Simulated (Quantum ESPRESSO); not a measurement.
**SiO2 in Quantum ESPRESSO: the effect of pseudo set**

SiO2:

```
Si O
1.0
    -2.47729    2.47729    3.65567
     2.47729   -2.47729    3.65567
     2.47729    2.47729   -3.65567
Si O
2 4
Direct
  0.75000 0.25000 0.50000
  0.00000 0.00000 0.00000
  0.87500 0.02821 0.65321
  0.77821 0.12500 0.15321
  0.97179 0.62500 0.84679
  0.37500 0.22179 0.34679
```

The cell comes from a database or a generator and needn't be the stable form of this composition.

Alike in all runs:

```yaml
Program: Quantum ESPRESSO 7.5
Task: band structure
Functional: LDA
k_mesh: 8 × 8 × 8
Occupations: fermi-dirac, width 0.05 eV
Spin: no spin polarisation
```

| pseudo set | cutoff | gap on the mesh (eV) | pressure (GPa) | largest force (eV/Å) |
| --- | --- | --- | --- | --- |
| GBRV 1.5 LDA | 612 eV | 5.72 | -1.2 | 0.06 |
| JTH 2.0 LDA | 612 eV | 5.68 | -2.6 | 0.18 |
| PseudoDojo 0.4.1 SR LDA standard | 1143 eV | ? | ? | ? |
| PseudoDojo 0.4.1 SR LDA stringent | 1252 eV | 5.73 | -2.6 | 0.18 |

What does the run with pseudo set PseudoDojo 0.4.1 SR LDA standard give?

gap on the mesh 5.74 eV; pressure -2.9 GPa; largest force 0.20 eV/Å.

Caveats: the cutoff is low for these files, which shifts pressure and relaxed volume (some runs); some levels on the path didn't converge (some runs).

